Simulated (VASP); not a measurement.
The system is Sn.

```xyz
2
Lattice="0.0000 3.2333 3.2333 3.2333 0.0000 3.2333 3.2333 3.2333 0.0000" Properties=species:S:1:pos:R:3 pbc="T T T"
Sn    4.8500    4.8500    4.8500
Sn    3.2333    3.2333    3.2333
```

This isn't the form of Sn at room conditions, which is tetragonal (white tin).

* Program: VASP 6.6.1
* Task: relaxation of cell and atoms
* Functional: vdW-DF-cx
* Potentials or basis: VASP PAW PBE potentials, release 64 (Sn_d)
* Cutoff: 600 eV
* k mesh: 7 × 7 × 7
* Occupations: fermi-dirac, width 0.05 eV
* Spin: no spin polarisation

At the start: pressure 1.8 GPa; volume 33.80 Å³/atom.

How do energy, volume and symmetry change on relaxing?

Over 3 steps the energy falls by 7.5 meV/atom and the volume is 35.19 Å³/atom (+4.1 %); space group Fd-3m (No. 227, to 0.05 Å).

The path:
| step | energy change (eV) | largest force (eV/Å) | pressure (GPa) | volume (Å³) |
| --- | --- | --- | --- | --- |
| 1 | 0.0000 | 0.0000 | 1.81 | 67.61 |
| 2 | -0.0132 | 0.0000 | -0.56 | 71.41 |
| 3 | -0.0150 | 0.0000 | 0.00 | 70.38 |

Final structure:
```cif
data_structure
_symmetry_space_group_name_H-M 'P 1'
_symmetry_Int_Tables_number 1
_cell_length_a 4.6344
_cell_length_b 4.6344
_cell_length_c 4.6344
_cell_angle_alpha 60.000
_cell_angle_beta 60.000
_cell_angle_gamma 60.000
_cell_volume 70.38
loop_
_atom_site_label
_atom_site_type_symbol
_atom_site_fract_x
_atom_site_fract_y
_atom_site_fract_z
_atom_site_occupancy
Sn1 Sn 0.75000 0.75000 0.75000 1
Sn2 Sn 0.50000 0.50000 0.50000 1
```

Caveat: the PAW data sets were made with another functional, which shifts forces and pressure a little.
